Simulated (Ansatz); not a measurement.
PtS2:

```
CELL_PARAMETERS angstrom
3.54320 0.00000 0.00000
-1.77160 3.06850 0.00000
0.00000 0.00000 5.03880
ATOMIC_POSITIONS crystal
Pt 0.00000 0.00000 0.00000
S 0.66667 0.33333 0.77300
S 0.33333 0.66667 0.22700
```

Base run:

| Property | Result |
| --- | --- |
| Program | Ansatz 0.2.0 |
| Functional | PBEsol |
| Potentials or basis | all-electron LAPW, scalar-relativistic |
| Cutoff | 274 eV |
| Density cutoff | 1098 eV |
| Basis error allowed | 0.002 eV/atom |
| k mesh | 9 × 9 × 5 |
| Occupations | fermi-dirac, width 0.05 eV |
| Spin | no spin polarisation |
| Hubbard terms | Pt d U = 6 eV |

Its results: band gap on the k mesh 0.83 eV, indirect (least direct gap 0.94 eV); pressure 7.2 GPa; largest force 1.101 eV/Å.

Task: The run is repeated on the same cell with these changes: hubbard terms from Pt d U = 6 eV to Pt d U = 2 eV. What comes out?

Result: Band gap on the k mesh 0.95 eV, indirect (least direct gap 1.00 eV); pressure 6.6 GPa; largest force 1.003 eV/Å.

Caveats: U is the effective U less J, on atomic orbitals that reach past the spheres; spin-orbit coupling is left out, which moves the levels of the heavy elements; an odd mesh through Γ misses points on the zone boundary, where band edges often lie; forces of over 1 eV/Å show positions far from the minimum, so gaps and moduli don't describe the material at rest.

Not every run made on this cell is shown here.
